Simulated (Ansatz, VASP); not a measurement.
# One calculation of W, two programs

Contents of INCAR:

```
PREC = Accurate
ENCUT = 520
EDIFF = 1E-6
ISMEAR = 0
SIGMA = 0.15
LREAL = False
LASPH = True
NELM = 80
ALGO = Fast
ISIF = 2
LWAVE = False
LCHARG = True
GGA = CA
LELF = True
LVHAR = True
NBANDS = 13
```

The input KPOINTS:

```
regular mesh
0
Gamma
  22 22 22
```

File POSCAR:

```
W
1.0
    0.0000000000      1.8086154429      2.5573822363
    1.8086154429      0.0000000000      2.5573822363
    1.8086154429      1.8086154429      0.0000000000
W
1
Direct
    0.0000000000      0.0000000000      0.0000000000
```

Input for Ansatz:

```yaml
crystal:
  lattice:
    - [0.0, 1.8086154429, 2.5573822363]
    - [1.8086154429, 0.0, 2.5573822363]
    - [1.8086154429, 1.8086154429, 0.0]
  atoms:
    - { symbol: W, position: [0.0, 0.0, 0.0] }
basis:
  ecutwfc: 420
kpoints:
  mp_grid: { grid: [22, 22, 22] }
hamiltonian:
  xc: lda
scf:
  occupations: { method: gaussian, width: 0.15 }
output:
  forces: true
  stress: true
  eigenvalues: true
```

Alike in both runs: task single point; functional LDA; k mesh 22 × 22 × 22; occupations gaussian, width 0.15 eV; no spin polarisation.

```csv
,VASP,Ansatz
version,VASP 6.6.1,Ansatz 0.2.0
potentials or method,"VASP PAW LDA potentials, release 64 (W_sv)","scalar-relativistic, plane waves, PAW"
plane-wave cutoff (eV),520,420
valence electrons in the cell,14,14
```

```tsv
	VASP	Ansatz	Ansatz less VASP
gap on the k mesh at the Fermi level (eV)	none	none	-
pressure (GPa)	-7.3	-9.0	-1.76
largest component of the traceless stress (GPa)	31.63	30.86	-0.769
```

A gap of «none» marks a metal or a gap that the smearing closes.

Spin-orbit coupling is left out, which matters for the levels of W.
